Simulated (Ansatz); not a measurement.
## How far is PAW off for Cr?

```
Cr
1.0
    -1.45637    1.45637    1.44195
     1.45637   -1.45637    1.44195
     1.45637    1.45637   -1.44195
Cr
1
Direct
  0.00000 0.00000 0.00000
```

The cell comes from COD entry 5000220, which wasn't checked; take it as a given geometry. The listed cell was then made from it by scaling, straining or moving an atom.

All numbers are computed: DFT, PBE, PAW with Ansatz's default frozen-core files, scalar-relativistic (Ansatz 0.2.0); DFT, PBE, all-electron LAPW, scalar-relativistic (Ansatz 0.2.0).

For PAW: a Γ-centred 18×18×18 k mesh, Fermi–Dirac smearing of 0.08 eV, cutoff 420 eV, spin-polarised from start moments Cr 3 μB (the moments died away, and the run ended non-magnetic). LAPW targets a basis error of 1 meV/atom. The Ansatz runs share mesh, smearing and spin set-up. Plane-wave (PAW) pressures include the program's estimate of the Pulay term.

Stress and pressure are positive in compression.

The change that made this cell: x and y strained by +1 %, z held.

PAW results:

```tsv
quantity	PAW
pressure (GPa)	-12.96
stress xx (GPa)	-13.95
stress zz (GPa)	-10.97
```

**Question.** What does all-electron LAPW give for the same quantities?

**Answer.** 
```csv
quantity,LAPW
pressure (GPa),-13.07
stress xx (GPa),-14.06
stress zz (GPa),-11.08
```
